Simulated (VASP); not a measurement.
# InSb (strained zincblende): a PBE single-point calculation in VASP

INCAR

```
IBRION = -1
PREC = Accurate
LASPH = .TRUE.
LCHARG = .TRUE.
NSW = 0
ENCUT = 520
GGA = PE
LWAVE = .FALSE.
LREAL = .FALSE.
EDIFF = 1E-7
LELF = .TRUE.
ISIF = 2
NELM = 120
NBANDS = 16
ISMEAR = -1
SIGMA = 0.02
```

KPOINTS

```
KPOINTS created by Atomic Simulation Environment
0
Gamma
6 6 6
0 0 0
```

KPOINTS_OPT

```
special points
7
Reciprocal
0.0000000000 0.0000000000 0.0000000000 1
-0.5000000000 -0.5000000000 0.0000000000 1
-0.3750000000 -0.3750000000 0.2500000000 1
-0.3750000000 0.0000000000 0.3750000000 1
0.0000000000 0.0000000000 0.5000000000 1
-0.5000000000 -0.2500000000 0.2500000000 1
-0.0141600000 0.0000000000 -0.0141600000 1
```

POSCAR

```
In Sb
 1.0000000000000000
     0.0000000000000000    3.2795130174999998    3.1811276270000000
     3.2795130174999998    0.0000000000000000    3.1811276270000000
     3.2795130174999998    3.2795130174999998    0.0000000000000000
 In  Sb
   1   1
Cartesian
  0.0000000000000000  0.0000000000000000  0.0000000000000000
  1.6397565087499997  1.6397565087499997  1.5905638135000000
```

VASP ran with the recommended PBE PAW datasets (18 valence electrons in the cell).

Command

```
mpirun -np 1 vasp_std
```

From OUTCAR

```
k-points           NKPTS =     30   k-points in BZ     NKDIM =     30   number of bands    NBANDS=     16

   NELECT =      18.0000    total number of electrons

   dimension x,y,z NGX =    36 NGY =   36 NGZ =   36
   dimension x,y,z NGXF=    72 NGYF=   72 NGZF=   72

  energy-cutoff  :      520.00
  volume of cell :       68.43
      direct lattice vectors                 reciprocal lattice vectors
     0.000000000  3.279513017  3.181127627    -0.152461660  0.152461660  0.157176969
     3.279513017  0.000000000  3.181127627     0.152461660 -0.152461660  0.157176969
     3.279513017  3.279513017  0.000000000     0.152461660  0.152461660 -0.157176969

 k-points in reciprocal lattice and weights: KPOINTS created by Atomic Simulation Env
   0.00000000  0.00000000  0.00000000       0.005
   0.16666667  0.00000000  0.00000000       0.037
   0.33333333  0.00000000  0.00000000       0.037
   0.50000000  0.00000000  0.00000000       0.019
   0.16666667  0.16666667  0.00000000       0.009
   0.33333333  0.16666667  0.00000000       0.037
   0.50000000  0.16666667  0.00000000       0.037
  -0.33333333  0.16666667  0.00000000       0.037
   ...

 E-fermi :   5.0755

 k-point     1 :       0.0000    0.0000    0.0000
  band No.  band energies     occupation
      1      -9.5549      2.00000
      2      -9.5549      2.00000
      3      -9.5490      2.00000
      4      -9.4724      2.00000
      5      -9.4680      2.00000
      6      -5.6299      2.00000
      7       4.8124      2.00000
      8       4.9973      1.96078
      9       4.9973      1.96078
     10       5.1395      0.07845
     11       7.9619      0.00000
     12       8.0289      0.00000
     13       8.0289      0.00000
     14      10.7724      0.00000
     15      13.0866      0.00000
     16      13.5019      0.00000

 k-point     2 :       0.1667    0.0000    0.0000
  band No.  band energies     occupation
      1      -9.5648      2.00000
      2      -9.5495      2.00000
      3      -9.5455      2.00000
      4      -9.4730      2.00000
      5      -9.4679      2.00000
      6      -5.3833      2.00000
      7       2.5813      2.00000
      8       4.6511      2.00000
      9       4.7757      2.00000
     10       6.0070      0.00000
     11       8.4179      0.00000
     12       8.4641      0.00000
     13       8.7808      0.00000
     14      11.8572      0.00000
     15      12.2394      0.00000
     16      12.4775      0.00000

 k-point     3 :       0.3333    0.0000    0.0000
  band No.  band energies     occupation
      1      -9.5875      2.00000
      2      -9.5402      2.00000
      3      -9.5366      2.00000
      4      -9.4728      2.00000
      5      -9.4664      2.00000
      6      -4.7456      2.00000
      7       0.4478      2.00000
      8       4.1518      2.00000
      9       4.3222      2.00000
     10       5.7223      0.00000
     11       8.8039      0.00000
     12       8.9086      0.00000
     13      10.8400      0.00000
     14      11.7606      0.00000
     15      12.7806      0.00000
     16      12.7915      0.00000

 k-point     4 :       0.5000    0.0000    0.0000
  band No.  band energies     occupation
      1      -9.5987      2.00000
      2      -9.5364      2.00000
      3      -9.5329      2.00000
      4      -9.4719      2.00000
      5      -9.4648      2.00000
      6      -4.2787      2.00000
      7      -0.5445      2.00000
      8       3.9534      2.00000
      9       4.1435      2.00000
     10       5.5599      0.00000
     11       8.7784      0.00000
     12       8.9404      0.00000
     13      11.1507      0.00000
     14      13.2667      0.00000
     15      14.1143      0.00000
     16      14.3215      0.00000

 k-point     5 :       0.1667    0.1667    0.0000
  band No.  band energies     occupation
      1      -9.5713      2.00000
      2      -9.5442      2.00000
      3      -9.5442      2.00000
      4      -9.4770      2.00000
      5      -9.4654      2.00000
      6      -5.2889      2.00000
      7       2.5772      2.00000
      8       4.1299      2.00000
      9       4.1299      2.00000
     10       6.7915      0.00000
     11       7.4511      0.00000
     12       9.2810      0.00000
     13       9.2810      0.00000
     14      11.3245      0.00000
     15      12.5332      0.00000
     16      13.3809      0.00000

 k-point     6 :       0.3333    0.1667    0.0000
  band No.  band energies     occupation
      1      -9.5922      2.00000
      2      -9.5347      2.00000
      3      -9.5340      2.00000
      4      -9.4798      2.00000
      5      -9.4633      2.00000
      6      -4.7602      2.00000
      7       0.9189      2.00000
      8       3.4888      2.00000
      9       3.6397      2.00000
     10       6.8583      0.00000
     11       7.8957      0.00000
     12       9.7368      0.00000
     13       9.8956      0.00000
     14      12.2060      0.00000
     15      13.4025      0.00000
     16      13.6860      0.00000

 k-point     7 :       0.5000    0.1667    0.0000
  band No.  band energies     occupation
      1      -9.6045      2.00000
      2      -9.5297      2.00000
      3      -9.5295      2.00000
      4      -9.4774      2.00000
      5      -9.4636      2.00000
      6      -4.1556      2.00000
      7      -0.3956      2.00000
      8       2.9155      2.00000
      9       3.5524      2.00000
     10       6.6896      0.00000
     11       8.6733      0.00000
     12       9.6705      0.00000
     13      10.5606      0.00000
     14      12.9447      0.00000
     15      14.1343      0.00000
     16      14.3651      0.00000

 k-point     8 :      -0.3333    0.1667    0.0000
  band No.  band energies     occupation
      1      -9.5991      2.00000
      2      -9.5334      2.00000
      3      -9.5302      2.00000
      4      -9.4733      2.00000
      5      -9.4677      2.00000
      6      -4.3474      2.00000
      7      -0.0595      2.00000
      8       2.7883      2.00000
      9       3.9058      2.00000
     10       6.7429      0.00000
     11       8.9347      0.00000
     12       9.3026      0.00000
     13      10.8199      0.00000
     14      12.3316      0.00000
     15      12.8556      0.00000
     16      14.1522      0.00000

 k-point     9 :      -0.1667    0.1667    0.0000
  band No.  band energies     occupation
      1      -9.5814      2.00000
      2      -9.5435      2.00000
      3      -9.5355      2.00000
      4      -9.4716      2.00000
      5      -9.4698      2.00000
      6      -5.0065      2.00000
      7       1.4070      2.00000
      8       3.4065      2.00000
      9       4.4868      2.00000
     10       6.7700      0.00000
     11       8.6982      0.00000
     12       8.7913      0.00000
     13       9.5142      0.00000
     14      11.5343      0.00000
     15      12.7779      0.00000
     16      13.2710      0.00000

 k-point    10 :       0.3333    0.3333    0.0000
  band No.  band energies     occupation
      1      -9.6124      2.00000
      2      -9.5222      2.00000
      3      -9.5222      2.00000
      4      -9.4876      2.00000
      5      -9.4602      2.00000
      6      -4.3766      2.00000
      7       0.4238      2.00000
      8       3.0894      2.00000
      9       3.0894      2.00000
     10       6.1944      0.00000
     11       7.1589      0.00000
     12      11.4597      0.00000
     13      11.4597      0.00000
     14      12.0286      0.00000
     15      14.2408      0.00000
     16      15.4060      0.00000

 k-point    11 :       0.5000    0.3333    0.0000
  band No.  band energies     occupation
      1      -9.6216      2.00000
      2      -9.5184      2.00000
      3      -9.5166      2.00000
      4      -9.4879      2.00000
      5      -9.4601      2.00000
      6      -3.8384      2.00000
      7      -0.4547      2.00000
      8       2.3539      2.00000
      9       2.9471      2.00000
     10       6.4670      0.00000
     11       7.5768      0.00000
     12      11.1476      0.00000
     13      11.6546      0.00000
     14      13.6876      0.00000
     15      14.6413      0.00000
     16      15.3264      0.00000

 k-point    12 :      -0.3333    0.3333    0.0000
  band No.  band energies     occupation
      1      -9.6136      2.00000
      2      -9.5238      2.00000
      3      -9.5215      2.00000
      4      -9.4807      2.00000
      5      -9.4648      2.00000
      6      -3.8257      2.00000
      7      -0.5170      2.00000
      8       1.9135      2.00000
      9       3.2853      2.00000
     10       6.7105      0.00000
     11       9.5408      0.00000
     12      10.7516      0.00000
     13      10.9109      0.00000
     14      11.4266      0.00000
     15      12.7700      0.00000
     16      16.3369      0.00000

 ...

  Total        1.1191807      1.1191807      1.4024128      0.0000000      0.0000000     -0.0000000
  in kB       26.2048082     26.2048082     32.8364842      0.0000000      0.0000000     -0.0000000
  external PRESSURE =      28.4153669 kB  Pullay stress =       0.0000000 kB

 POSITION                                       TOTAL-FORCE (eV/Angst)
 -----------------------------------------------------------------------------------
      0.00000      0.00000      0.00000        -0.000000     -0.000000      0.000000
      1.63976      1.63976      1.59056         0.000000      0.000000     -0.000000
 -----------------------------------------------------------------------------------
    total drift:                               -0.000000     -0.000000      0.000000

  FREE ENERGIE OF THE ION-ELECTRON SYSTEM (eV)
  ---------------------------------------------------
  free  energy   TOTEN  =        -6.8899450595 eV

  energy  without entropy=       -6.8898786561  energy(sigma->0) =       -6.88991186
```

```
gap between bands v and c : 0.00 eV
least direct gap          : 0.00 eV
pressure                  : 2.8 GPa
```

Band v is the last that the valence electrons fill when counted band by band, and c is the next.

The run took about 34 s on one core of a shared host (Intel Xeon Platinum 8488C) and held 0.22 GiB at most.
